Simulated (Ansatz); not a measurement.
A (100) slab of TaN (P-6m2 (No. 187)), 10 planes, outer planes Ta (top) and N (bottom), with 10 atoms (Ta5N5) in a surface cell of A = 8.394 Å², as cut from the bulk:

```xyz
10
Lattice="2.8707 0.0000 0.0000 0.0000 2.9240 0.0000 0.0000 0.0000 25.9731" Properties=species:S:1:pos:R:3 pbc="T T T"
N     0.0000    1.4620    7.5000
Ta    1.4354    0.0000    8.3441
N     0.0000    0.0000   10.0322
Ta    1.4354    1.4620   10.8763
N     0.0000    1.4620   12.5645
Ta    1.4354    0.0000   13.4086
N     0.0000    0.0000   15.0967
Ta    1.4354    1.4620   15.9408
N     0.0000    1.4620   17.6290
Ta    1.4354    0.0000   18.4731
```

Method: DFT PBEsol, scalar-relativistic, plane waves, PAW (Ansatz 0.2.0). Cutoff 420 eV; k points 12×12×1 on the computed 10-atom cell (Γ-centred); Gaussian smearing, width 0.10 eV; no spin polarisation. A dipole correction removes the field between periodic images along c.

Against the same 10 atoms in the bulk, the slab as cut lies 3.592 eV higher and the relaxed slab 3.181 eV higher.

Task: Work out the surface energy before and after relaxation.

Result: The slab has two faces, so γ = (E_slab − N·E_bulk)/(2A), the mean of both. As cut: 3.592/(2 × 8.394) = 0.2140 eV/Å², and 1 eV/Å² = 16.02 J/m², so γ = 3.43 J/m². Relaxed: 3.181/(2 × 8.394) = 0.1895 eV/Å² = 3.04 J/m². Relaxation recovers 11 % of the cost of cutting.

Task: What is the ideal work of this cut, per area?

Result: Griffith's ideal work is 2γ: 6.86 J/m² if the new faces stay rigid, 6.07 J/m² if they relax. Other cuts parallel to this plane can cost less. One thickness was run, 10 planes, so γ can still shift with it.

The reference crystal is a form of TaN, which isn't its usual structure.